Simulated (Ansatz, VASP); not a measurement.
Two plane-wave programs on LiCl

```
Li Cl
1.0
     1.97012   -3.44853    0.00000
     1.97012    3.44853    0.00000
     0.00000    0.00000    9.20849
Li Cl
2 2
Direct
  0.40209 0.59791 0.25000
  0.59791 0.40209 0.75000
  0.92944 0.07056 0.75000
  0.07056 0.92944 0.25000
```

Alike in both runs: functional PBE; k mesh 8 × 8 × 4; occupations gaussian, width 0.02 eV; no spin polarisation.

Ansatz relaxed the structure, and its values are those at the end. VASP's run is a single point on that final structure, the one shown.

|  | VASP | Ansatz |
| --- | --- | --- |
| version | VASP 6.6.1 | Ansatz 0.2.0 |
| potentials or method | VASP PAW PBE potentials, release 64 (Li_sv, Cl) | scalar-relativistic, plane waves, PAW |
| plane-wave cutoff (eV) | 520 | 420 |
| valence electrons in the cell | 20 | 20 |

```csv
,VASP,Ansatz,Ansatz less VASP
gap on the k mesh at the Fermi level (eV),5.35,5.34,-0.005
least direct gap on the mesh (eV),5.61,5.61,0.000
```

 A k mesh can miss the band edges.
